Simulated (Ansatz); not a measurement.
**From barrier to diffusion: O in C**

All numbers below come from DFT PBE+D3(BJ), scalar-relativistic, plane waves, PAW in Ansatz 0.2.0. Run with 420 eV cutoff, 4×4×4 k-mesh, Gaussian smearing of 0.10 eV, no spin polarisation.

Host crystal, relaxed:

```
C
1.0
     2.46474    0.00000    0.00000
    -1.23237    2.13453    0.00000
     0.00000    0.00000    3.56743
C
2
Direct
  0.33333 0.66667 0.00000
  0.66667 0.33333 0.00000
```

In a supercell of 32 host sites, interstitial O hops to an equivalent place, moving 0.86 Å. Climbing-image nudged elastic band at fixed cell; the order of the saddle wasn't checked, and the small cell leaves errors of about a tenth of an eV.

```csv
image,path (Å),E − E(0) (eV)
0,0.00,0.000
1,0.20,0.147
2,0.40,0.764
3,0.60,1.100
4,0.80,0.764
5,1.00,0.147
6,1.20,0.000
```

Problem. What are the barriers forward and back, and what attempt frequency does the shape suggest?

Solution. Forward 1.10 eV, back 1.10 eV, the ends being level. For a sinusoidal profile E_b sin²(πx/l), with the O atom alone moving, ν = (1/l)√(E_b/2m) = 2.1×10¹³ s⁻¹, within an order of magnitude of the customary 10¹³ s⁻¹; a true prefactor needs the vibrations at the minimum and at the saddle.

Problem. With ν = 10¹³ s⁻¹, give the forward jump rate along this one path, the wait 1/k for that jump, the diffusivity D ≈ l²k and the distance √(Dt) covered in an hour at 300, 600 and 1000 K, taking the host as solid throughout.

Solution. k = ν exp(−E_b/k_BT):
```
T (K) k (1/s) wait (s) D (cm²/s)  √(Dt) in 1 h (nm)
  300  3.4×10⁻⁶   3.0×10⁵  2.5×10⁻²²           9.4×10⁻³
  600      5798  1.7×10⁻⁴  4.3×10⁻¹³                392
 1000   2.9×10⁷  3.5×10⁻⁸   2.1×10⁻⁹            2.8×10⁴
```

D = l²k holds for six equivalent jumps in three dimensions (z l²k/6) and is a scale otherwise. Long-range transport needs a connected net of such jumps, and traps slow it. D is that of an interstitial already there. An error of 0.1 eV in the barrier changes k by a factor of 48 at 300 K and 3.2 at 1000 K.

Cost: 1 run of about 14 core-minutes, on AMD EPYC 9R45 (Zen 5) (shared hosts).